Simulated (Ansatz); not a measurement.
# CoPtO2: the cost of one run

Method: DFT PBE, scalar-relativistic, plane waves, PAW, in Ansatz 0.2.0.

1 further run of the same task is left out (set aside as unsound or not needed).

### Step 1. Starting point

Symmetry: R-3m, No. 166, trigonal system. The conventional cell has a = 2.855 Å, b = 2.855 Å, c = 17.883 Å, α = 90.00°, β = 90.00°, γ = 120.00°. Around Co (site symmetry -3m) lie 6 O at 1.91 Å. Around Pt (site symmetry -3m) lie 2 O at 2.01 Å. O (site symmetry 3m) has 3 Co at 1.91 Å and 1 Pt at 2.01 Å as nearest neighbours.

Structure file:

```cif
data_structure
_symmetry_space_group_name_H-M 'P 1'
_symmetry_Int_Tables_number 1
_cell_length_a 6.1848
_cell_length_b 6.1848
_cell_length_c 6.1848
_cell_angle_alpha 26.687
_cell_angle_beta 26.687
_cell_angle_gamma 26.687
_cell_volume 42.07
loop_
_atom_site_label
_atom_site_type_symbol
_atom_site_fract_x
_atom_site_fract_y
_atom_site_fract_z
_atom_site_occupancy
Co1 Co 0.50000 0.50000 0.50000 1
Pt1 Pt 0.00000 0.00000 0.00000 1
O1 O 0.88765 0.88765 0.88765 1
O2 O 0.11235 0.11235 0.11235 1
```

It goes back to an entry of the Materials Project.

It is the result of an earlier relaxation at this level (volume 10.52 Å³/atom; gap on the mesh: none (metal)).

Bulk energy on matching settings, from an earlier run: -4695.6048 eV/atom.

### Step 2. The (001) slab

Miller indices refer to the conventional cell of the relaxed bulk, R-3m (No. 166): a = 2.855 Å, b = 2.855 Å, c = 17.883 Å, α = 90.00°, β = 90.00°, γ = 120.00°.

Cut from the relaxed bulk: a (001) slab, 9.9 Å thick as cut, with 15 Å of vacuum; its outer planes are Pt (top) and O (bottom).

The slab as cut. Layers, bottom to top:

```
plane  atoms per cell  height over the lowest (Å)
    1               O                        0.00
    2              Co                        0.97
    3               O                        1.94
    4              Pt                        3.95
    5               O                        5.96
    6              Co                        6.93
    7               O                        7.90
    8              Pt                        9.91
```

### Step 3. The slab as cut, atoms at the bulk's places

A dipole layer in the vacuum cancels the field that periodic copies would set up if the slab's two faces differ.

Contents of input.yaml:

```yaml
crystal:
  lattice:
    - [2.8547899553, 0.0, 0.0]
    - [-1.4273949777, 2.4723206238, 0.0]
    - [0.0, 0.0, 24.9130363141]
  atoms:
    - { symbol: O, position: [0.0, 0.0, 0.301047207] }
    - { symbol: Co, position: [0.3333333333, 0.6666666667, 0.3400392149] }
    - { symbol: O, position: [0.6666666667, 0.3333333333, 0.3790312227] }
    - { symbol: Pt, position: [0.6666666667, 0.3333333333, 0.4596770742] }
    - { symbol: O, position: [0.6666666667, 0.3333333333, 0.5403229258] }
    - { symbol: Co, position: [0.0, 0.0, 0.5793149336] }
    - { symbol: O, position: [0.3333333333, 0.6666666667, 0.6183069415] }
    - { symbol: Pt, position: [0.3333333333, 0.6666666667, 0.698952793] }
basis:
  ecutwfc: 420
kpoints:
  mp_grid: { grid: [12, 12, 1] }
hamiltonian:
  xc: pbe
scf:
  occupations: { method: gaussian, width: 0.1 }
output:
  forces: true
  stress: true
  eigenvalues: true
  write_density: true
  write_potential: true
  elf: true
  volumetric_format: npy
efield:
  axis: 3
  dipole_correction: true
```

Run with:

```sh
$ ansatz run input.yaml --threads 1 --pin off --max-ram 2560MiB --backend cpu --events-out ev --progress --plain --runs-dir out
```

**Question.** How long does this run take on 1 thread of Intel Xeon at 2.50GHz (Skylake/Cascade Lake), shared host, and how much memory does it need?

About 54 s, with a peak of 0.49 GiB.
